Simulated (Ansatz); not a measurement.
Run this with Ansatz 0.2.0, Python API and show what comes out.

`paw_lapw_ca.py`
```python
import logging
import sys

import ansatz as az
import numpy as np
from tabulate import tabulate

logging.basicConfig(stream=sys.stdout, format='[%(levelname)s] %(message)s')
log = logging.getLogger('ca')
log.setLevel(logging.INFO)


def count_gap(report):
    # lowest empty less highest filled band, counting bands; zero where they overlap
    return max(report.get('gap_by_band_count_ev') or 0.0, 0.0)


def main() -> None:
    lattice = az.Lattice.of(
        (2.615, 0.0, 0.0),
        (0.0, 2.615, 0.0),
        (0.0, 0.0, 2.615),
    )
    sites = [
        ('Ca', (0.0, 0.0, 0.0)),
    ]
    ca = az.Crystal(lattice=lattice)
    for symbol, position in sites:
        ca = ca.atom(symbol, position)

    job = ca.calculation()
    job = job.occupations('Marzari-Vanderbilt', width=100 * az.meV).kpoints(10, 10, 10)
    job = job.functional('PBE').stress()
    job = job.forces().band_table()
    variants = {
        'PAW': job.pseudopotentials('paw'),
        'LAPW': job.pseudopotentials('all_electron', lapw=True),
    }
    rows = []
    for label, variant in variants.items():
        report = variant.run(threads=1, backend='cpu').report
        levels = np.array(report['eigenvalues_ev'][0]) - report['fermi_energy_ev']
        print(label, 'levels at the first k-point near E_F:', np.round(levels[np.abs(levels) < 5], 3))
        rows.append((label, report['n_electrons'], np.trace(report['stress_gpa']) / 3, count_gap(report)))
    print(tabulate(rows, headers=['treatment', 'electrons in bands', 'P GPa', 'gap by band count eV'], floatfmt='.4f', tablefmt='plain'))


if __name__ == '__main__':
    main()
```

```console
$ python paw_lapw_ca.py
DeckWarning: basis.ecutwfc = 420 eV, auto-derived from the records' recommended cutoffs: set by Ca (normal level)
PAW levels at the first k-point near E_F: [-4.088  0.138  0.138]
LAPW levels at the first k-point near E_F: [-4.089  0.138  0.138]
treatment      electrons in bands    P GPa    gap by band count eV
PAW                       10.0000  42.4216                  0.0000
LAPW                      18.0000  42.4093                  0.0000
```
(Warnings from the package without file and line.)

PAW gives 42.422 GPa and LAPW 42.409 GPa, 0.012 GPa apart. They took 0.6 and 3.1 s of processor time.

Caveats:
- The computed bands are complete only to about 4.6 eV above the Fermi level.
- The mesh is modest for a metal, so energies can be off by several to tens of meV an atom and pressures by half a GPa or more; differences at equal mesh fare better.
- A gap by band count of zero or less means overlapping bands, a metal.
- At these settings the cell as given stands under about 42 GPa, so it isn't at this functional's equilibrium volume and may be a high-pressure phase.
- This isn't the structure that Ca takes at ambient conditions.
- Gaps and levels are Kohn-Sham values on a finite set of k-points.
- Pressure is positive in compression; the treatments may keep other shells as core, so totals and counts of electrons can differ.
- Finished in 4.2 s on 1 thread of Arm Neoverse V2, with other jobs on the host, peak memory 0.39 GiB.
